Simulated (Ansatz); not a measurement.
# Ge (Fd-3m) in Ansatz: notebook

One crystal, Ge, is run at these levels: BLYP+D3(BJ), BLYP+D4, PBE, RPBE; tasks: relaxation of cell and atoms, single point.

All numbers are computed with Ansatz 0.2.0; they aren't measurements. Logs are shortened: lines on timing, memory, paths and dates and some standing lists are left out, and cuts for length are marked.

**The experiment to reproduce.**

From “Electronic and optical properties of SixGe1-x-ySny alloys lattice-matched to Ge”, 2021, arxiv:2109.02782, for a bulk crystal of Ge: band gap 0.666 eV (indirect) at 293 K; band gap 0.807 eV (direct) at 300 K.

How close the calculation comes is told below.

### 1 The crystal as given

Symmetry: Fd-3m, No. 227, cubic system. The conventional cell has a = 5.658 Å, b = 5.658 Å, c = 5.658 Å, α = 90.00°, β = 90.00°, γ = 90.00°. Ge (site symmetry -43m) is surrounded by 4 Ge at 2.45 Å.

### 2 Relaxation of cell and atoms, BLYP+D3(BJ)

The input, input.yaml:

```yaml
crystal:
  lattice:
    - [0.0, 2.82891, 2.82891]
    - [2.82891, 0.0, 2.82891]
    - [2.82891, 2.82891, 0.0]
  atoms:
    - { symbol: Ge, position: [0.75, 0.75, 0.75] }
    - { symbol: Ge, position: [0.5, 0.5, 0.5] }
hamiltonian:
  xc: blyp
  pseudopotentials: { kind: paw }
  dispersion: d3bj
kpoints:
  mp_grid: { grid: [8, 8, 8] }
scf:
  occupations: { method: fermi_dirac, width: 0.05 }
output:
  forces: true
  stress: true
  write_density: true
  write_potential: true
  elf: true
  volumetric_format: npy
relax:
  f_tol: 0.01
  max_steps: 40
  cell: { stress_tol: 0.05 }
```

Potentials or basis: Ansatz PAW.

Command:

```bash
ansatz run input.yaml --threads 2 --pin off --max-ram 5632MiB --backend cpu --events-out ev --progress --plain --runs-dir out
```

Output:

```text
Warning: RAYON_NUM_THREADS=2 ignored (pool sized by the plan → 2); use --threads N
Engine: ansatz 0.2.0, x86_64-unknown-linux-gnu
Pseudopotentials: kind: paw
Pseudopotential: Ge, paw, valence charge 14, recommended cutoff 420 eV (normal), Ge.paw.azcp
Functional definition: BLYP
  parameter beta = 0.0042
  parameter a = 0.04918
  parameter b = 0.132
  parameter c = 0.2533
  parameter d = 0.349
  exchange = b88_x(beta = beta)
  correlation = lyp_c(a = a, b = b, c = c, d = d)
Crystal: 2 atoms, lattice volume = 45.278 Å³
Basis set: ecut = 420 eV, 893 PW (Γ), exchange–correlation on 54×54×54 points (8 copies of the dense FFT grid, shifted against one another)
Bands: 18, of which v1, the nominal top of the filled ones, is band 14 counted from 1 (13 counted from 0)
Symmetry: 48 space group operations
Space group: Fd-3m (ITA 227), of the structure as read, at distance tolerance 3.6e-5 Å
k-points: 29 of 512
Non-local potential: Ge, projectors of the file, l = 0: 2, l = 1: 2, l = 2: 3, l = 3: 1
PAW form: soft (Blöchl's): semilocal exchange-correlation on the pseudo side does not see the compensation charge
PAW frozen core: Ge, regenerated for the run's functional, and the local potential with it (the file was generated under x = pbe(κ = 0.804, μ = 0.2195149727645171), c = pbe(β = 0.06672455060314922))
PAW one-centre angular grid: Ge, 590 points (default); XC on 64 Gauss nodes
Initial density: superposition of atomic densities (neutral atoms: chi_scale 0, normalization atom), corrected by the library's trained network
Initial wavefunctions: pseudopotential atomic-orbital guess
Functional: x = b88, c = lyp
SCF iter   1: F=—  HF=-8611.696842 eV  |F-HF|=—  |Δ(HF+E_count)|=         —  Δρ=5.74e-3  dr2=1.40e-2  ethr=1.77e-3  ⟨swp⟩=6.0  Hψ=2502  notcnv=0
preconditioner: auto → none  [insulator: Δε(μ)=0.178 eV  Ē_g=23.623 eV  σ=0.050 eV  W_gap=0.57  n_scr=14 (ndim 8)  ℏωp=29.2 eV  f_vac=0.074  D(μ)=0.07/eV (n_scr^D=0)  ε∞_Penn≈2.5]
SCF iter   2: F=—  HF=-8611.691317 eV  |F-HF|=—  |Δ(HF+E_count)|=   5.53e-3  Δρ=2.88e-3  dr2=1.75e-3  ethr=5.01e-5  ⟨swp⟩=2.8  Hψ=1070  notcnv=0
SCF iter   3: F=—  HF=-8611.690818 eV  |F-HF|=—  |Δ(HF+E_count)|=   4.99e-4  Δρ=5.69e-4  dr2=1.24e-4  ethr=6.25e-6  ⟨swp⟩=2.0  Hψ=899  notcnv=0
SCF iter   4: F=—  HF=-8611.690666 eV  |F-HF|=—  |Δ(HF+E_count)|=   1.52e-4  Δρ=2.09e-4  dr2=1.11e-5  ethr=4.43e-7  ⟨swp⟩=2.0  Hψ=929  notcnv=0
SCF iter   5: F=—  HF=-8611.690659 eV  |F-HF|=—  |Δ(HF+E_count)|=   7.57e-6  Δρ=8.27e-5  dr2=1.22e-6  ethr=3.98e-8  ⟨swp⟩=2.0  Hψ=929  notcnv=0
SCF iter   6: F=—  HF=-8611.690657 eV  |F-HF|=—  |Δ(HF+E_count)|=   1.38e-6  Δρ=2.65e-5  dr2=1.31e-7  ethr=4.35e-9  ⟨swp⟩=2.0  Hψ=816  notcnv=0
SCF iter   7: F=-8611.690657 eV  HF=-8611.690657 eV  |F-HF|=8.09e-10  |Δ(HF+E_count)|=   1.35e-7  Δρ=1.99e-6  dr2=5.59e-10  ethr=3.57e-10  ⟨swp⟩=7.0  Hψ=3082  notcnv=0
SCF 1 converged in 7 iterations: F = -8611.690657 eV  dr2 = 5.59e-10
relax step   1: F+E_penalty+E_count = -8611.69065717 eV  Δ(F+E_penalty+E_count) = +0.000e0 eV  max|allowed force component| = 1.156e-17 eV/Å  Δτ_max = 0.0000 Å  P = +2.166 GPa  Ω = 45.278 Å³  (7 SCF iters, dr2 threshold 1.00e-7 eV, accepted)
Crystal: 2 atoms, lattice volume = 46.447 Å³
Initial density: handed on by an earlier stage of this run
Initial wavefunctions: those handed on with the density
iter 1 solved again at ethr=3.51e-6 eV; its pass at ethr=3.10e-3 eV (dr2=9.84e-4 eV) is discarded
SCF iter   1: F=—  HF=-8611.700282 eV  |F-HF|=—  |Δ(HF+E_count)|=         —  Δρ=1.24e-3  dr2=9.70e-4  ethr=3.51e-6  ⟨swp⟩=2.5  Hψ=3091  notcnv=0
preconditioner: auto → none  [insulator: Δε(μ)=0.319 eV  Ē_g=23.426 eV  σ=0.050 eV  W_gap=0.56  n_scr=14 (ndim 8)  ℏωp=28.8 eV  f_vac=0.102  D(μ)=0.11/eV (n_scr^D=0)  ε∞_Penn≈2.5]
SCF iter   2: F=—  HF=-8611.700130 eV  |F-HF|=—  |Δ(HF+E_count)|=   1.53e-4  Δρ=5.66e-4  dr2=1.63e-4  ethr=3.46e-6  ⟨swp⟩=1.2  Hψ=528  notcnv=0
SCF iter   3: F=—  HF=-8611.700122 eV  |F-HF|=—  |Δ(HF+E_count)|=   7.66e-6  Δρ=1.24e-4  dr2=2.13e-6  ethr=5.82e-7  ⟨swp⟩=2.0  Hψ=639  notcnv=0
SCF iter   4: F=—  HF=-8611.700122 eV  |F-HF|=—  |Δ(HF+E_count)|=   1.44e-7  Δρ=3.57e-5  dr2=3.11e-7  ethr=7.14e-10  ⟨swp⟩=8.0  Hψ=3849  notcnv=0
SCF iter   5: F=-8611.700122 eV  HF=-8611.700122 eV  |F-HF|=1.34e-9  |Δ(HF+E_count)|=   9.60e-8  Δρ=1.01e-5  dr2=2.63e-8  ethr=7.14e-10  ⟨swp⟩=7.1  Hψ=2948  notcnv=0
SCF 2 converged in 5 iterations: F = -8611.700122 eV  dr2 = 2.63e-8
relax step   2: F+E_penalty+E_count = -8611.70012193 eV  Δ(F+E_penalty+E_count) = -9.465e-3 eV  max|allowed force component| = 7.401e-17 eV/Å  Δτ_max = 0.0000 Å  P = +0.532 GPa  Ω = 46.447 Å³  energy of the carried Pulay correction = -2.079e-4 eV  (5 SCF iters, dr2 threshold 2.00e-7 eV, accepted)
Crystal: 2 atoms, lattice volume = 46.841 Å³
Basis set: ecut = 420 eV, 941 PW (Γ), exchange–correlation on 54×54×54 points (8 copies of the dense FFT grid, shifted against one another)
iter 1 solved again at ethr=4.53e-7 eV; its pass at ethr=3.10e-3 eV (dr2=1.27e-4 eV) is discarded
SCF iter   1: F=—  HF=-8611.700782 eV  |F-HF|=—  |Δ(HF+E_count)|=         —  Δρ=4.15e-4  dr2=1.06e-4  ethr=4.53e-7  ⟨swp⟩=2.0  Hψ=2834  notcnv=0
preconditioner: auto → none  [insulator: Δε(μ)=0.315 eV  Ē_g=23.394 eV  σ=0.050 eV  W_gap=0.61  n_scr=14 (ndim 8)  ℏωp=28.7 eV  f_vac=0.096  D(μ)=0.12/eV (n_scr^D=0)  ε∞_Penn≈2.5]
SCF iter   2: F=—  HF=-8611.700757 eV  |F-HF|=—  |Δ(HF+E_count)|=   2.47e-5  Δρ=1.90e-4  dr2=1.79e-5  ethr=3.80e-7  ⟨swp⟩=1.2  Hψ=528  notcnv=0
SCF iter   3: F=—  HF=-8611.700758 eV  |F-HF|=—  |Δ(HF+E_count)|=   4.11e-7  Δρ=4.37e-5  dr2=2.73e-7  ethr=6.40e-8  ⟨swp⟩=2.2  Hψ=699  notcnv=0
SCF iter   4: F=-8611.700758 eV  HF=-8611.700758 eV  |F-HF|=8.87e-9  |Δ(HF+E_count)|=   8.34e-8  Δρ=1.23e-5  dr2=3.98e-8  ethr=7.14e-10  ⟨swp⟩=7.1  Hψ=3027  notcnv=0
SCF 3 converged in 4 iterations: F = -8611.700758 eV  dr2 = 3.98e-8
relax step   3: F+E_penalty+E_count = -8611.70075781 eV  Δ(F+E_penalty+E_count) = -6.359e-4 eV  max|allowed force component| = 1.156e-16 eV/Å  Δτ_max = 0.0000 Å  P = +0.044 GPa  Ω = 46.841 Å³  energy of the carried Pulay correction = -2.767e-4 eV  (4 SCF iters, dr2 threshold 2.00e-7 eV, accepted)
Basis set: ecut = 420 eV, 941 PW (Γ), exchange–correlation on 60×60×60 points (8 copies of the dense FFT grid, shifted against one another)
Initial wavefunctions: pseudopotential atomic-orbital guess (no wavefunctions were taken with the density)
iter 1 solved again at ethr=2.60e-7 eV; its pass at ethr=3.10e-3 eV (dr2=7.27e-5 eV) is discarded
SCF iter   1: F=—  HF=-8611.674650 eV  |F-HF|=—  |Δ(HF+E_count)|=         —  Δρ=1.34e-3  dr2=2.08e-5  ethr=2.60e-7  ⟨swp⟩=2.6  Hψ=3638  notcnv=0
preconditioner: auto → none  [insulator: Δε(μ)=0.314 eV  Ē_g=23.397 eV  σ=0.050 eV  W_gap=0.62  n_scr=14 (ndim 8)  ℏωp=28.7 eV  f_vac=0.094  D(μ)=0.12/eV (n_scr^D=0)  ε∞_Penn≈2.5]
SCF iter   2: F=—  HF=-8611.693047 eV  |F-HF|=—  |Δ(HF+E_count)|=   1.84e-2  Δρ=6.70e-4  dr2=4.47e-6  ethr=7.42e-8  ⟨swp⟩=2.7  Hψ=762  notcnv=0
SCF iter   3: F=—  HF=-8611.700796 eV  |F-HF|=—  |Δ(HF+E_count)|=   7.75e-3  Δρ=1.11e-4  dr2=2.66e-7  ethr=1.59e-8  ⟨swp⟩=3.3  Hψ=1042  notcnv=0
SCF iter   4: F=—  HF=-8611.701012 eV  |F-HF|=—  |Δ(HF+E_count)|=   2.17e-4  Δρ=1.76e-5  dr2=2.07e-8  ethr=9.50e-10  ⟨swp⟩=2.0  Hψ=931  notcnv=0
SCF iter   5: F=—  HF=-8611.701017 eV  |F-HF|=—  |Δ(HF+E_count)|=   4.76e-6  Δρ=1.45e-6  dr2=1.24e-9  ethr=7.39e-11  ⟨swp⟩=2.0  Hψ=931  notcnv=0
SCF iter   6: F=—  HF=-8611.701017 eV  |F-HF|=—  |Δ(HF+E_count)|=   7.75e-9  Δρ=3.61e-7  dr2=4.47e-11  ethr=4.45e-12  ⟨swp⟩=2.0  Hψ=641  notcnv=0
SCF iter   7: F=-8611.701017 eV  HF=-8611.701017 eV  |F-HF|=1.33e-10  |Δ(HF+E_count)|=  4.20e-10  Δρ=1.91e-7  dr2=1.28e-11  ethr=1.00e-12  ⟨swp⟩=5.1  Hψ=1982  notcnv=0
SCF 4 converged in 7 iterations: F = -8611.701017 eV  dr2 = 1.28e-11
relax step   4: F+E_penalty+E_count = -8611.70101719 eV  Δ(F+E_penalty+E_count) = -2.594e-4 eV  max|allowed force component| = 2.776e-17 eV/Å  Δτ_max = 0.0000 Å  P = +0.046 GPa  Ω = 46.841 Å³  stress off target by 4.62e-2 GPa  SCF on the basis re-selected at this cell (its energy is not comparable with the rows above)  (7 SCF iters)
basis re-selected at this cell: Δ(F+E_penalty+E_count) = -2.594e-4 eV, ΔP = +0.002 GPa vs the last step (what re-selecting the basis moved, of the pressure what is left beyond the Pulay correction that the steps carried, after the strain that the cell walked since its last selection, with what the two solves' SCF thresholds leave and, on support functions, any second-order correction that the steps lacked; it is no measure of the basis error at this ecutwfc). The dense FFT grid was sized anew with the basis: this SCF ran on 30×30×30 points, the steps before it on 27×27×27, so part of this shift can come from that change (see relax.cell in the input reference). This SCF's stress stands 4.62e-2 GPa from its target on what of the cell is left free (relax.cell.stress_tol is 5.00e-2 GPa) and its largest allowed force component is 2.78e-17 eV/Å (relax.f_tol is 1.00e-2 eV/Å): within both
SCF converged after 7 iterations
Free energy (F): -8611.701017 eV
Harris-Foulkes:  -8611.701017 eV  (|F-HF|=1.33e-10)
Internal energy: -8611.700022 eV  (E = F + TS)
E sigma→0 (E₀):  -8611.700519 eV
Entropy (-TS):   -0.000995 eV (-0.498 meV/atom)
Fermi energy:    8.515786 eV
--- Per-component energies (eV) ---
  E_band       = -299.137382
  E_kinetic    = 223.882224
  E_local      = -4986.527369  (includes V_loc(G=0)·N_el)
  E_nonlocal   = 828.073734
  E_hartree    = 2192.492885
  E_xc         = -149.067943
  E_vxc        = -125.766093  (∫ρ·V_xc dr)
  E_paw        = -4062.543853  (= ΣΔE_a)
  E_vpaw       = -623.786212  (= ΣTr[D̂ρ^β])
  E_aug_tail   = 0.000506  (compensation charges beyond the density's cutoff)
  E_ewald      = -2656.910965
  E_disp       = -1.320578  (pairwise vdW)
  E_core_change = 0.221336  (= ΣΔE_core)
  E_smearing   = -0.000995  (= −TS)
  E_closure    = -0.000000  (closes the sum)
  Σ components = -8611.701017   (vs F -8611.701017, Δ=0.00e0)
--- Forces (eV/Å), atoms counted from 1 ---
  atom   1  Ge    -0.00000000     0.00000000     0.00000000
  atom   2  Ge    -0.00000000     0.00000000    -0.00000000
  max |Σ_I F_I| component: 6.48e-17 eV/Å
--- Stress (GPa, compression-positive) ---
        0.046174      -0.000000      -0.000000
       -0.000000       0.046174      -0.000000
       -0.000000      -0.000000       0.046174
  P = ⅓ Tr σ = 0.0462 GPa (0.462 kbar)
--- Band table (eV; the first three rows and the last of 29) ---
  k-point 0: bands = ["-16.2830", "-16.2830", "-16.2830", "-16.2483", "-16.2483", "-16.0549", "-16.0549", "-16.0549", "-16.0446", "-16.0446", "-3.9986", "8.0260", "8.5391", "8.5391", "8.5391", "11.1019", "11.1019", "11.1019"]
  k-point 1: bands = ["-16.2902", "-16.2902", "-16.2806", "-16.2381", "-16.2381", "-16.0666", "-16.0666", "-16.0576", "-16.0346", "-16.0346", "-3.8162", "6.0437", "8.2242", "8.2242", "9.3399", "11.5259", "11.5259", "11.9296"]
  k-point 2: bands = ["-16.2995", "-16.2995", "-16.2748", "-16.2224", "-16.2224", "-16.0795", "-16.0795", "-16.0643", "-16.0249", "-16.0249", "-3.2887", "3.8121", "7.7010", "7.7010", "9.0518", "12.1523", "12.1523", "13.9620"]
  k-point 28: bands = ["-16.3267", "-16.3267", "-16.1956", "-16.1956", "-16.1508", "-16.1508", "-16.1219", "-16.1219", "-15.9947", "-15.9947", "-0.1990", "-0.1990", "4.8755", "4.8755", "12.7006", "12.7006", "13.3797", "13.3797"]
--- Relaxed structure (3 steps of the walk, 3 accepted, 1 SCFs on fresh bases) ---
  F+E_penalty+E_count = -8611.70101719 eV   max|allowed force component| = 2.776e-17 eV/Å   (the final SCF, on the basis selected at the relaxed cell)
  cell:  # Å, volume = 46.8408 Å³
    - [-1.2738430082238973e-33, 2.8610903208440366, 2.8610903208440366]
    - [2.8610903208440366, -1.5286116098686771e-33, 2.8610903208440366]
    - [2.8610903208440366, 2.8610903208440366, 5.60490923618515e-34]
  atoms:
    - { symbol: Ge, position: [0.75, 0.75, 0.75] }
    - { symbol: Ge, position: [0.5, 0.5, 0.5] }
```

It took 9 s on 2 threads of Intel Xeon at 2.50GHz (Skylake/Cascade Lake), shared host; peak memory 0.36 GiB.

Results:

```
Free energy                            : -8611.7010 eV
Relaxed volume                         : 23.42 Å³/atom
Relaxed cell                           : a = 4.046 Å, b = 4.046 Å, c = 4.046 Å, α = 60.00°, β = 60.00°, γ = 60.00°
Space group after relaxing (to 0.05 Å) : Fd-3m (No. 227)
Energy gained by relaxing              : 5.2 meV/atom
Ionic steps                            : 4
Pressure after relaxing                : 0.0 GPa
Band gap on the k mesh                 : none (metal or under the smearing width)
```

The path:
```
step  energy change (eV)  largest force (eV/Å)  volume (Å³)
   1              0.0000                0.0000        45.28
   2             -0.0095                0.0000        46.45
   3             -0.0101                0.0000        46.84
   4             -0.0104                0.0000        46.84
```

Final structure:
```cif
data_structure
_symmetry_space_group_name_H-M 'P 1'
_symmetry_Int_Tables_number 1
_cell_length_a 4.0462
_cell_length_b 4.0462
_cell_length_c 4.0462
_cell_angle_alpha 60.000
_cell_angle_beta 60.000
_cell_angle_gamma 60.000
_cell_volume 46.84
loop_
_atom_site_label
_atom_site_type_symbol
_atom_site_fract_x
_atom_site_fract_y
_atom_site_fract_z
_atom_site_occupancy
Ge1 Ge 0.75000 0.75000 0.75000 1
Ge2 Ge 0.50000 0.50000 0.50000 1
```

Caveat: the plane-wave basis is chosen anew once the cell has moved, so the energies of steps on either side of that aren't comparable; pairwise dispersion overbinds metals, which lowers pressure and volume; the PAW data sets come from PBE, with cores solved anew for the run's functional, which leaves a small shift of forces and pressure; this crystal is a semiconductor, whose small gap the functional closes, so the metal is an error of the method.

### 3 Relaxation of cell and atoms, BLYP+D4

input.yaml: that of step 2 with these lines changed.

```diff
@@ -11,3 +11,3 @@
   pseudopotentials: { kind: paw }
-  dispersion: d3bj
+  dispersion: d4
 kpoints:
@@ -19,6 +19,2 @@
   stress: true
-  write_density: true
-  write_potential: true
-  elf: true
-  volumetric_format: npy
 relax:
```

Potentials or basis: Ansatz PAW.

Command:

```bash
ansatz run input.yaml --threads 2 --pin off --max-ram 5632MiB --backend cpu --events-out ev --progress --plain --runs-dir out
```

It took 13 s on 2 threads of Intel Xeon at 2.50GHz (Skylake/Cascade Lake), shared host; peak memory 0.35 GiB.

It converged, with:

```
Free energy                            : -8611.5783 eV
Relaxed volume                         : 23.60 Å³/atom
Relaxed cell                           : a = 4.057 Å, b = 4.057 Å, c = 4.057 Å, α = 60.00°, β = 60.00°, γ = 60.00°
Space group after relaxing (to 0.05 Å) : Fd-3m (No. 227)
Energy gained by relaxing              : 7.7 meV/atom
Ionic steps                            : 5
Pressure after relaxing                : 0.0 GPa
```

The path:
```
step  energy change (eV)  largest force (eV/Å)  volume (Å³)
   1              0.0000                0.0000        45.28
   2             -0.0144                0.0000        46.73
   3             -0.0152                0.0000        47.17
   4             -0.0152                0.0000        47.21
   5             -0.0155                0.0000        47.21
```

Final structure:
```yaml
crystal:
  lattice:
    - [0.00000, 2.86856, 2.86856]
    - [2.86856, 0.00000, 2.86856]
    - [2.86856, 2.86856, 0.00000]
  atoms:
    - { symbol: Ge, position: [0.75000, 0.75000, 0.75000] }
    - { symbol: Ge, position: [0.50000, 0.50000, 0.50000] }
```

Caveat: the plane-wave basis is chosen anew once the cell has moved, so the energies of steps on either side of that aren't comparable; the PAW data sets come from PBE, with cores solved anew for the run's functional, which leaves a small shift of forces and pressure.

### 4 Single point, PBE

The input, input.yaml:

```yaml
crystal:
  lattice:
    - [0.0, 2.82891, 2.82891]
    - [2.82891, 0.0, 2.82891]
    - [2.82891, 2.82891, 0.0]
  atoms:
    - { symbol: Ge, position: [0.75, 0.75, 0.75] }
    - { symbol: Ge, position: [0.5, 0.5, 0.5] }
hamiltonian:
  xc: pbe
  pseudopotentials: { kind: paw }
kpoints:
  mp_grid: { grid: [8, 8, 8] }
scf:
  occupations: { method: gaussian, width: 0.029 }
output:
  forces: true
  stress: true
  eigenvalues: true
  write_density: true
  write_potential: true
  elf: true
  volumetric_format: npy
```

Command:

```bash
ansatz run input.yaml --threads 2 --pin off --max-ram 5632MiB --backend cpu --events-out ev --progress --plain --runs-dir out
```

Wall time 4.4 s (2 threads of Intel Xeon at 2.50GHz (Skylake/Cascade Lake), shared host); peak memory 0.33 GiB.

The run converged. Its results:

| Property | Result |
| --- | --- |
| Free energy | -8589.9298 eV |
| Pressure | 3.6 GPa |
| Band gap on the k mesh | 0.03 eV, direct |

Levels at points of the mesh, in eV from the valence-band top:
```csv
k point,band 10,band 11,band 12,band 13,band 14,band 15,band 16,band 17,band 18
"(0.00, 0.00, 0.00)",-24.54,-12.77,0.00,0.00,0.00,0.03,2.55,2.55,2.55
"(0.00, 0.00, -0.50)",-24.51,-10.68,-7.60,-1.41,-1.41,0.18,3.74,3.74,7.13
"(0.00, -0.50, -0.50)",-24.50,-8.89,-8.89,-3.07,-3.07,0.75,0.75,9.51,9.51
```

(Part 1 of 2 ends here.)
